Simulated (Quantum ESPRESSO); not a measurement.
The system is Au.

```
CELL_PARAMETERS angstrom
0.00000 2.03500 2.03500
2.03500 0.00000 2.03500
2.03500 2.03500 0.00000
ATOMIC_POSITIONS crystal
Au 0.00000 0.00000 0.00000
```

- Program: Quantum ESPRESSO 7.5
- Task: Hubbard U by linear response
- Functional: PBE
- Potentials or basis: GBRV 1.5 PBE
- Cutoff: 612 eV
- Density cutoff: 4898 eV
- k mesh: 10 × 10 × 10
- Occupations: cold, width 0.2 eV
- Spin: no spin polarisation
- Hubbard terms: Au d U = 0.0001 eV
- Start of the occupations: default
- Hubbard projectors: ortho-atomic
- Mixing beta: 0.3
- Most SCF iterations: 120
- SCF threshold: 2e-10 Ry
- q mesh: 2 × 2 × 2

Task: What Hubbard parameters does linear response give?

Result: U = 7.32 eV on Au 5d. The values belong to these projectors, potentials and this ground state, and don't carry over to other codes.

Hubbard U from linear response:
| site | manifold | U (eV) |
| --- | --- | --- |
| 1 | Au-5d | 7.32 |
On the first site the bare response is -0.123 and the screened one -0.064 eV⁻¹.

Eigenvalues of the final occupation matrices:
```tsv
site	spin	trace	eigenvalues
Au 1 5d	each	4.81	0.95 0.95 0.95 0.97 0.97
```

Caveat: the computed U isn't converged in cell size; U without spin polarisation on a metal has little footing; the U is typed as a test and isn't derived for this compound.
